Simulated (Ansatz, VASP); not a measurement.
## AgCl in VASP and in Ansatz

Contents of INCAR:

```
PREC     = Accurate       # precision mode
ENCUT    = 520            # plane-wave cutoff, eV
EDIFF    = 1E-7           # SCF threshold, eV
ISMEAR   = -1             # smearing method
SIGMA    = 0.02           # smearing width, eV
LREAL    = False          # projectors in reciprocal space
LASPH    = True           # aspherical terms in the spheres
NELM     = 80             # most SCF steps
ALGO     = Normal         # electronic algorithm
ISIF     = 2              # what is computed and relaxed
LWAVE    = False          # write WAVECAR
LCHARG   = False          # write CHGCAR
GGA      = PE             # functional
NBANDS   = 16             # bands
```

File KPOINTS:

```
Automatic mesh
0
Gamma
  8 8 8
```

Contents of POSCAR:

```
AgCl
1.0
    0.0000000000      2.7165392174      2.7165392174
    2.7165392174      0.0000000000      2.7165392174
    2.7165392174      2.7165392174      0.0000000000
Ag Cl
1 1
Direct
    0.5000000000      0.5000000000      0.5000000000
    0.0000000000      0.0000000000      0.0000000000
```

Input for Ansatz:

```yaml
crystal:
  lattice:
    - [0.0, 2.7165392174, 2.7165392174]
    - [2.7165392174, 0.0, 2.7165392174]
    - [2.7165392174, 2.7165392174, 0.0]
  atoms:
    - { symbol: Ag, position: [0.5, 0.5, 0.5] }
    - { symbol: Cl, position: [0.0, 0.0, 0.0] }
kpoints:
  mp_grid: { grid: [8, 8, 8] }
  band_path:
    path:
      - [0.0, 0.0, 0.0]
      - [0.5, 0.0, 0.5]
      - [0.625, 0.25, 0.625]
      - [0.375, 0.375, 0.75]
      - [0.0, 0.0, 0.0]
      - [0.5, 0.5, 0.5]
      - [0.5, 0.25, 0.75]
      - [0.5, 0.0, 0.5]
    npoints: 5
scf:
  occupations: { method: fermi_dirac, width: 0.02 }
hamiltonian:
  xc: pbe
  pseudopotentials: { kind: all_electron, lapw: { basis_error: 0.0005 } }
output:
  forces: true
  stress: true
  eigenvalues: true
```

Change from the starting cell: volume scaled by 0.94.

Alike in both runs: task single point; functional PBE; k mesh 8 × 8 × 8; occupations fermi-dirac, width 0.02 eV; no spin polarisation.

```csv
,VASP,Ansatz
version,VASP 6.6.1,Ansatz 0.2.0
potentials or method,"VASP PAW PBE potentials, release 64 (Ag, Cl)","all-electron LAPW, scalar-relativistic"
plane-wave cutoff (eV),520,see its input
```

```csv
,VASP,Ansatz,Ansatz less VASP
gap on the k mesh at the Fermi level (eV),0.90,0.91,+0.004
pressure (GPa),5.1,5.2,+0.16
```

Ansatz ran all-electron here, so the differences hold the error of VASP's frozen core and of both bases.

A k mesh can miss the band edges.
